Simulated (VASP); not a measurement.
# GeSe: single point with HSE06

The system is GeSe.

```
Ge Se
1.0
     0.00000    7.76754   -4.52253
     0.00000   -7.76754   -4.52253
   -11.18477    0.00000    0.00000
Ge Se
16 16
Direct
  0.99636 0.12136 0.87349
  0.24636 0.87136 0.87349
  0.74636 0.37136 0.87349
  0.49636 0.62136 0.87349
  0.12864 0.25364 0.37349
  0.37864 0.00364 0.37349
  0.87864 0.50364 0.37349
  0.62864 0.75364 0.37349
  0.12136 0.49636 0.62651
  0.37136 0.24636 0.62651
  0.87136 0.74636 0.62651
  0.62136 0.99636 0.62651
  0.25364 0.62864 0.12651
  0.50364 0.37864 0.12651
  0.00364 0.87864 0.12651
  0.75364 0.12864 0.12651
  0.18797 0.31297 0.14718
  0.43797 0.06297 0.14718
  0.93797 0.56297 0.14718
  0.68797 0.81297 0.14718
  0.43703 0.56203 0.64718
  0.68703 0.31203 0.64718
  0.18703 0.81203 0.64718
  0.93703 0.06203 0.64718
  0.81297 0.18797 0.35282
  0.06297 0.93797 0.35282
  0.56297 0.43797 0.35282
  0.31297 0.68797 0.35282
  0.06203 0.43703 0.85282
  0.31203 0.18703 0.85282
  0.81203 0.68703 0.85282
  0.56203 0.93703 0.85282
```

```
Program             : VASP 6.6.1
Task                : single point
Functional          : HSE06
Potentials or basis : VASP PAW PBE potentials, release 64 (Ge_d, Se)
Cutoff              : 400 eV
k mesh              : 1 × 1 × 1
Occupations         : gaussian, width 0.01 eV
Spin                : no spin polarisation
```

| Item | Value |
| --- | --- |
| Pressure | -2.5 GPa |
| Largest force | 0.312 eV/Å |
| Band gap on the k mesh | 1.64 eV |

Forces on the atoms (eV/Å):
```
Ge   0.312  0.000  0.009
Ge   0.312  0.000  0.009
Ge   0.312  0.000  0.009
Ge   0.312  0.000  0.009
Ge   0.312  0.000 -0.009
Ge   0.312  0.000 -0.009
Ge   0.312  0.000 -0.009
Ge   0.312  0.000 -0.009
Ge  -0.312  0.000  0.009
Ge  -0.312  0.000  0.009
Ge  -0.312  0.000  0.009
Ge  -0.312  0.000  0.009
Ge  -0.312  0.000 -0.009
Ge  -0.312  0.000 -0.009
Ge  -0.312  0.000 -0.009
Ge  -0.312  0.000 -0.009
Se  -0.071  0.000 -0.044
Se  -0.071  0.000 -0.044
Se  -0.071  0.000 -0.044
Se  -0.071  0.000 -0.044
Se  -0.071  0.000  0.044
Se  -0.071  0.000  0.044
Se  -0.071  0.000  0.044
Se  -0.071  0.000  0.044
Se   0.071  0.000 -0.044
Se   0.071  0.000 -0.044
Se   0.071  0.000 -0.044
Se   0.071  0.000 -0.044
Se   0.071  0.000  0.044
Se   0.071  0.000  0.044
Se   0.071  0.000  0.044
Se   0.071  0.000  0.044
```

Stress tensor (GPa, compression positive):
```
-0.42  0.00  0.00
 0.00 -2.25  0.00
 0.00  0.00 -4.85
```

Levels at points of the mesh, in eV from the valence-band top:
| k point | band 156 | band 157 | band 158 | band 159 | band 160 | band 161 | band 162 | band 163 | band 164 | band 165 |
| --- | --- | --- | --- | --- | --- | --- | --- | --- | --- | --- |
| (0.00, 0.00, 0.00) | -0.72 | -0.72 | -0.72 | -0.70 | 0.00 | 1.64 | 1.95 | 1.95 | 2.12 | 2.12 |

Core levels (eV, on the scale of the bands):
| atom | levels |
| --- | --- |
| 1 Ge | 1s -10950.6, 2s -1362.3, 2p -1189.1, 3s -159.6, 3p -106.8 |
| 2 Ge | 1s -10950.6, 2s -1362.3, 2p -1189.1, 3s -159.6, 3p -106.8 |
| 3 Ge | 1s -10950.6, 2s -1362.3, 2p -1189.1, 3s -159.6, 3p -106.8 |
| 4 Ge | 1s -10950.6, 2s -1362.3, 2p -1189.1, 3s -159.6, 3p -106.8 |
| 5 Ge | 1s -10950.6, 2s -1362.3, 2p -1189.1, 3s -159.6, 3p -106.8 |
| 6 Ge | 1s -10950.6, 2s -1362.3, 2p -1189.1, 3s -159.6, 3p -106.8 |

Wall time 11 min on 1 × NVIDIA H100 80GB with 1 thread of AMD EPYC 7R13 Processor (Zen 3), with other jobs on the host, peak memory 1.3 GiB.

Caveat: the k mesh is coarse (spacing up to 0.80 Å⁻¹), so the values aren't converged, least of all with exact exchange; the PAW data sets were made with another functional, which shifts forces and pressure a little; an odd mesh through Γ misses points on the zone boundary, where band edges often lie.
